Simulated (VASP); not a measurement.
# GaN in VASP: relaxation of cell and atoms with PBE+D4

Aim: the relaxation of cell and atoms of GaN with PBE+D4.

Everything below comes from runs of VASP 6.6.1. Logs are shortened: lines on timing, memory, paths and dates and some standing lists are left out, and cuts for length are marked.

### 1 The sheet as given

The cell holds a sheet with vacuum, 2 atoms: a = 3.200 Å, b = 3.200 Å, c = 16.000 Å, α = 90.00°, β = 90.00°, γ = 120.00°.

The cell was built by a generator and needn't be a form met in nature.

### 2 Relaxation of cell and atoms, PBE+D4

INCAR reads:

```
SYSTEM = GaN
ALGO = Fast
EDIFF = 1E-6
EDIFFG = -0.005
ENCUT = 600
GGA = PE
IBRION = 2
ISIF = 3
ISMEAR = 0
IVDW = 13
KPAR = 2
LASPH = .True.
LATTICE_CONSTRAINTS = .TRUE. .TRUE. .FALSE.
LCHARG = .False.
LREAL = .False.
LWAVE = .False.
NELM = 120
NSW = 60
PREC = Accurate
SIGMA = 0.03
```

KPOINTS reads:

```
k-points
0
Gamma
  12 12 1
  0 0 0
```

POSCAR reads:

```
GaN
1.0
    3.2000000000      0.0000000000      0.0000000000
   -1.6000000000      2.7712812900      0.0000000000
    0.0000000000      0.0000000000     16.0000000000
Ga N
1 1
Direct
    0.3333330000      0.6666670000      0.5000000000
    0.6666670000      0.3333330000      0.5000000000
```

Potentials or basis: VASP PAW PBE potentials, release 64 (Ga_d, N).

Launch:

```bash
$ cat potpaw_PBE.64/Ga_d/POTCAR potpaw_PBE.64/N/POTCAR > POTCAR
$ mpirun -np 2 vasp_std > vasp.out
```

OUTCAR:

```text
SYSTEM = GaN
   EDIFF = 1E-6
   EDIFFG = -0.005
   ENCUT = 600
   GGA = PE
   IBRION = 2
   ISIF = 3
   ISMEAR = 0
   IVDW = 13
   LASPH = .True.
   LREAL = .False.
   NELM = 120
   NSW = 60
   PREC = Accurate

 ion  position               nearest neighbor table
   1  0.333  0.667  0.500-   2 1.85   2 1.85   2 1.85
   2  0.667  0.333  0.500-   1 1.85   1 1.85   1 1.85

  LATTYP: Found a hexagonal cell.
 ALAT       =     3.2000000000
 C/A-ratio  =     5.0000000000

  Lattice vectors:

 A1 = (   3.2000000000,   0.0000000000,   0.0000000000)
 A2 = (  -1.6000000000,   2.7712812900,   0.0000000000)
 A3 = (   0.0000000000,   0.0000000000,  16.0000000000)

Analysis of symmetry for initial positions (statically):
=====================================================================
 Subroutine PRICEL returns:
 Original cell was already a primitive cell.

 Routine SETGRP: Setting up the symmetry group for a
 hexagonal supercell.

 Subroutine GETGRP returns: Found 12 space group operations
 (whereof 12 operations were pure point group operations)
 out of a pool of 24 trial point group operations.

The static configuration has the point symmetry D_3h.

Analysis of symmetry for dynamics (positions and initial velocities):
=====================================================================
 Subroutine PRICEL returns:
 Original cell was already a primitive cell.

 Routine SETGRP: Setting up the symmetry group for a
 hexagonal supercell.

 Subroutine GETGRP returns: Found 12 space group operations
 (whereof 12 operations were pure point group operations)
 out of a pool of 24 trial point group operations.

The dynamic configuration has the point symmetry D_3h.

 Subroutine INISYM returns: Found 12 space group operations
 (whereof 12 operations are pure point group operations),
 and found     1 'primitive' translations

----------------------------------------------------------------------------------------

                                     Primitive cell

  volume of cell :     141.8896

  direct lattice vectors                    reciprocal lattice vectors
     3.200000000  0.000000000  0.000000000     0.312500000  0.180421959  0.000000000
    -1.600000000  2.771281290  0.000000000     0.000000000  0.360843919  0.000000000
     0.000000000  0.000000000 16.000000000     0.000000000  0.000000000  0.062500000

  length of vectors
     3.200000000  3.199999998 16.000000000     0.360843918  0.360843919  0.062500000

  position of ions in fractional coordinates (direct lattice)
     0.333333000  0.666667000  0.500000000
     0.666667000  0.333333000  0.500000000

  ion indices of the primitive-cell ions
   primitive index   ion index
                 1           1
                 2           2

----------------------------------------------------------------------------------------

 KPOINTS: k-points

Automatic generation of k-mesh.
 Grid dimensions read from file:
 generate k-points for:   12   12    1

 Generating k-lattice:

  Cartesian coordinates                     Fractional coordinates (reciprocal lattice)
     0.026041667  0.015035163  0.000000000     0.083333333  0.000000000  0.000000000
     0.000000000  0.030070327  0.000000000     0.000000000  0.083333333  0.000000000
     0.000000000  0.000000000  0.062500000     0.000000000  0.000000000  1.000000000

  Length of vectors
     0.030070327  0.030070327  0.062500000

  Shift w.r.t. Gamma in fractional coordinates (k-lattice)
     0.000000000  0.000000000  0.000000000

 Subroutine IBZKPT returns following result:
 ===========================================

 Found     19 irreducible k-points:

 Following reciprocal coordinates:
            Coordinates               Weight
  0.000000  0.000000  0.000000      1.000000
  0.083333 -0.000000  0.000000      6.000000
  0.166667 -0.000000  0.000000      6.000000
  0.250000 -0.000000  0.000000      6.000000
  0.333333 -0.000000  0.000000      6.000000
  0.416667  0.000000  0.000000      6.000000
[... 11 lines left out ...]
  0.333333  0.250000  0.000000     12.000000
  0.333333  0.333333  0.000000      2.000000
   k-points           NKPTS =     19   k-points in BZ     NKDIM =     19   number of bands    NBANDS=     13
   number of dos      NEDOS =    301   number of ions     NIONS =      2
   total plane-waves  NPLWV = 100352
   dimension x,y,z NGX =    28 NGY =   28 NGZ =  128
   dimension x,y,z NGXF=    56 NGYF=   56 NGZF=  256
   ions per type =               1   1
   NGX,Y,Z   is equivalent  to a cutoff of  14.55, 14.55, 13.30 a.u.
   NGXF,Y,Z  is equivalent  to a cutoff of  29.09, 29.09, 26.60 a.u.
 SYSTEM =  GaN
   PREC   = accura    normal or accurate (medium, high low for compatibility)
   ISTART =      0    job   : 0-new  1-cont  2-samecut
   ICHARG =      2    charge: 1-file 2-atom 10-const
   ISPIN  =      1    spin polarized calculation?
   LNONCOLLINEAR =      F non collinear calculations
   LSORBIT =      F    spin-orbit coupling
   LASPH  =      T    aspherical Exc in radial PAW
   ENCUT  =  600.0 eV  44.10 Ry    6.64 a.u.   6.39  6.39 31.96*2*pi/ulx,y,z
   NELM   =    120;   NELMIN=  2; NELMDL= -5     # of ELM steps
   EDIFF  = 0.1E-05   stopping-criterion for ELM
   LREAL  =      F    real-space projection
   EDIFFG = -.5E-02   stopping-criterion for IOM
   NSW    =     60    number of steps for IOM
   IBRION =      2    ionic relax: 0-MD 1-quasi-New 2-CG
   NFREE  =      1    steps in history (QN), initial steepest desc. (CG)
   ISIF   =      3    stress and relaxation
   ISYM   =      2    0-nonsym 1-usesym 2-fastsym
   POTIM  = 0.5000    time-step for ionic-motion
   TEBEG  =    0.0;   TEEND  =   0.0 temperature during run
   PSTRESS=    0.0 pullay stress
   NELECT =      18.0000    total number of electrons
   NUPDOWN=      -1.0000    fix difference up-down
   EMIN   =  10.00;   EMAX   =-10.00  energy-range for DOS
   EFERMI =   0.00;   METHOD = LEGACY
   ISMEAR =     0;   SIGMA  =   0.03  broadening in eV -4-tet -1-fermi 0-gaus
   EFERMI_NEDOS =   21; number of points for ismear=-14 and -15
   IALGO  =     68    algorithm
   IMIX   =      4    mixing-type and parameters
     AMIX     =   0.40;   BMIX     =  1.00
     AMIX_MAG =   1.60;   BMIX_MAG =  1.00
  volume/ion in A,a.u.               =      70.94       478.76
  Fermi-wavevector in a.u.,A,eV,Ry     =   0.822588  1.554465  9.206386  0.676650
  Thomas-Fermi vector in A             =   1.933949
   LORBIT       =      0    0 simple, 1 ext, 2 COOP (PROOUT), +10 PAW based schemes
   GGA     = PE    functional components
   LHFCALC =     F    Hartree Fock is set to
   AEXX    =    0.0000 exact exchange contribution
   IVDW    =    13    specifies the selected vdW correction
   LEPSILON=     F    determine dielectric tensor
   LRPA    =     F    only Hartree local field effects (RPA)
 conjugate gradient relaxation of ions
 non-spin polarized calculation
 RMM-DIIS sequential band-by-band and
 Gauss-broadening in eV      SIGMA  =   0.03
  energy-cutoff  :      600.00
  volume of cell :      141.89
 maximum number of plane-waves:      4775
 NGX is ok and might be reduce to    28
   NGX = 13   NGY = 13   NGZ = 63

--------------------------------------- Ionic step        1  -------------------------------------------

 number of electron      18.0000003 magnetization

 Free energy of the ion-electron system (eV)
  ---------------------------------------------------
  ext. energy  EPLUGINS =         0.00000000
  ---------------------------------------------------
  free energy    TOTEN  =       -11.45514365 eV

  energy without entropy =      -11.45514365  energy(sigma->0) =      -11.45514365

------------------------ aborting loop because EDIFF is reached ----------------------------------------

  DFT-D4 for vdW energy calculation

  Edisp (eV):   -0.31877

  FORCE on cell =-STRESS in cart. coord.  units (eV):
  Direction    XX          YY          ZZ          XY          YZ          ZX
  --------------------------------------------------------------------------------------
  -------------------------------------------------------------------------------------
  Total      -0.05695    -0.05695    -0.03782     0.00000     0.00000     0.00000
  in kB      -0.64310    -0.64310    -0.42700     0.00000     0.00000     0.00000
  external pressure =       -0.57 kB  Pullay stress =        0.00 kB

 VOLUME and BASIS-vectors are now :
 -----------------------------------------------------------------------------
  energy-cutoff  :      600.00
  volume of cell :      141.89
      direct lattice vectors                 reciprocal lattice vectors
     3.200000000  0.000000000  0.000000000     0.312500000  0.180421959  0.000000000
    -1.600000000  2.771281290  0.000000000     0.000000000  0.360843919  0.000000000
     0.000000000  0.000000000 16.000000000     0.000000000  0.000000000  0.062500000
[... 41 lines left out ...]
 POSITION                                       TOTAL-FORCE (eV/Angst)
 -----------------------------------------------------------------------------------
     -0.00000      1.84498      8.00000         0.000000      0.000000      0.000000
      1.59780      0.92249      8.00000        -0.000000      0.000000      0.000000
 -----------------------------------------------------------------------------------
    total drift:                               -0.000482      0.000279      0.000000

  FREE ENERGIE OF THE ION-ELECTRON SYSTEM (eV)
  ---------------------------------------------------
  free  energy   TOTEN  =       -11.7738538808 eV

  energy  without entropy=      -11.7738538808  energy(sigma->0) =      -11.77385388

--------------------------------------- Ionic step        3  -------------------------------------------

 number of electron      18.0000003 magnetization

 Free energy of the ion-electron system (eV)
  ---------------------------------------------------
  ext. energy  EPLUGINS =         0.00000000
  ---------------------------------------------------
  free energy    TOTEN  =       -11.45478220 eV

  energy without entropy =      -11.45478220  energy(sigma->0) =      -11.45478220

 E-fermi :  -3.5034     XC(G=0):  -2.7543

 val. band max:       -3.6435328880   @ k =   0.3333   0.3333   0.0000
 cond. band min:      -1.4119115678   @ k =   0.0000   0.0000   0.0000
 fundamental gap:      2.2316213202
 Fermi energy:        -3.5034056168

 k-point     1 :       0.0000    0.0000    0.0000
  band No.  band energies     occupation
      1     -18.9568      2.00000
      2     -16.9920      2.00000
      3     -16.9920      2.00000
      4     -16.7385      2.00000
      5     -16.7385      2.00000
      6     -16.0747      2.00000
      7      -6.2535      2.00000
      8      -3.9221      2.00000
      9      -3.9221      2.00000
     10      -1.4119      0.00000
     11       1.1635      0.00000
     12       1.4222      0.00000
     13       2.4448      0.00000

 k-point     2 :       0.0833   -0.0000    0.0000
  band No.  band energies     occupation
      1     -18.9028      2.00000
      2     -16.9956      2.00000
      3     -16.9719      2.00000
      4     -16.7473      2.00000
      5     -16.7397      2.00000
      6     -16.0376      2.00000
      7      -6.1424      2.00000
      8      -4.5447      2.00000
      9      -4.0660      2.00000
     10      -0.9620      0.00000
     11       1.2561      0.00000
[... 298 lines left out ...]
 POSITION                                       TOTAL-FORCE (eV/Angst)
 -----------------------------------------------------------------------------------
     -0.00000      1.84660      8.00000         0.000000      0.000000      0.000000
      1.59920      0.92330      8.00000        -0.000000      0.000000      0.000000
 -----------------------------------------------------------------------------------
    total drift:                               -0.000483      0.000279      0.000000

  FREE ENERGIE OF THE ION-ELECTRON SYSTEM (eV)
  ---------------------------------------------------
  free  energy   TOTEN  =       -11.7739409149 eV

  energy  without entropy=      -11.7739409149  energy(sigma->0) =      -11.77394091

 reached required accuracy - stopping structural energy minimisation
```

Run time: 31 s. Hardware: 2 MPI ranks of Intel Xeon 6975P-C (Granite Rapids), shared host; peak memory 0.33 GiB.

Results:

```
Free energy                            : -11.7739 eV
Relaxed volume                         : 70.87 Å³/atom
Relaxed cell                           : a = 3.198 Å, b = 3.198 Å, c = 16.000 Å, α = 90.00°, β = 90.00°, γ = 120.00°
Space group after relaxing (to 0.05 Å) : P-6m2 (No. 187)
Energy gained by relaxing              : 0.0 meV/atom
Ionic steps                            : 3
Band gap on the k mesh                 : 2.23 eV, indirect (least direct gap 2.51 eV)
Dispersion energy per atom             : -0.160 eV
```

Final structure:
```xyz
2
Lattice="3.1984 0.0000 0.0000 -1.5992 2.7699 0.0000 0.0000 0.0000 16.0000" Properties=species:S:1:pos:R:3 pbc="T T T"
Ga    0.0000    1.8466    8.0000
N     1.5992    0.9233    8.0000
```
